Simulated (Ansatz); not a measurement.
# MgO: energy against volume in PBE, exact exchange and the RPA

How do exact exchange and RPA correlation set the lattice of MgO (rocksalt)? The cell is scaled at fixed shape.

Program: Ansatz 0.2.0. PBE orbitals, norm-conserving pseudopotentials, plane waves. (Simulation; spin polarisation is off.)

### 1 The structure to begin with

The cell was relaxed beforehand with r2SCAN; volume changes: +0 %, -5 %, +5 %, -10 %, +10 %.

Space group Fm-3m (No. 225), cubic; a = 4.204 Å in the conventional setting, 9.29 Å³ an atom. Around Mg lie 6 O at 2.10 Å; around O lie 6 Mg at 2.10 Å.

Structure file:

```
CELL_PARAMETERS angstrom
0.00000 2.10217 2.10217
2.10217 0.00000 2.10217
2.10217 2.10217 0.00000
ATOMIC_POSITIONS crystal
Mg 0.00000 0.00000 0.00000
O 0.50000 0.50000 0.50000
```

### 2 The unscaled cell

File input.yaml:

```yaml
crystal:
  lattice:
    - [0.0, 2.1021673984, 2.1021673984]
    - [2.1021673984, 0.0, 2.1021673984]
    - [2.1021673984, 2.1021673984, 0.0]
  atoms:
    - { symbol: Mg, position: [0.0, 0.0, 0.0] }
    - { symbol: O, position: [0.5, 0.5, 0.5] }
kpoints:
  mp_grid: { grid: [6, 6, 6] }
hamiltonian:
  xc: pbe
  pseudopotentials: { kind: nc }
scf:
  occupations: { method: fixed }
output:
  rpa_energy:
    ecut_chi_ladder: [317, 355, 394, 437, 480]
    long_wavelength: optical_limit
basis:
  ecutwfc: 1240.0
```

Further steps of the session: Volume -5 %; Volume +5 %; Volume -10 %; Volume +10 %.

What does the calculation give?

As calculated:

Energies in meV/atom from the unscaled cell:

```csv
volume (Å³/atom),PBE,exact exchange,EXX+RPA,RPA correlation
8.361,92.9,43.2,67.3,24.1
8.825,30.3,5.0,16.3,11.3
9.290,0.0,0.0,0.0,0.0
9.754,-5.2,20.9,9.0,-11.9
10.219,9.2,61.8,35.6,-26.2
```

| energy | V₀ (Å³/atom) | B₀ (GPa) | B₀′ |
| --- | --- | --- | --- |
| PBE | 9.630 | 149 | 4.1 |
| exact exchange | 9.134 | 190 | 3.9 |
| EXX+RPA | 9.333 | unresolved | unresolved |

Birch–Murnaghan fits.

What this shows: RPA correlation grows weaker on compression, so it pulls the cell out against exact exchange alone. The log puts the extrapolation error of each correlation energy at up to 54 meV/atom, against 67 meV/atom for the whole EXX+RPA curve; part of it cancels between volumes. The curve is too rough to resolve B₀ and B₀′ of EXX+RPA; its minimum, near 9.3 Å³/atom, is a rough guide. The 6×6×6 mesh and the pseudopotentials limit these values, and the core-valence term stays semilocal.
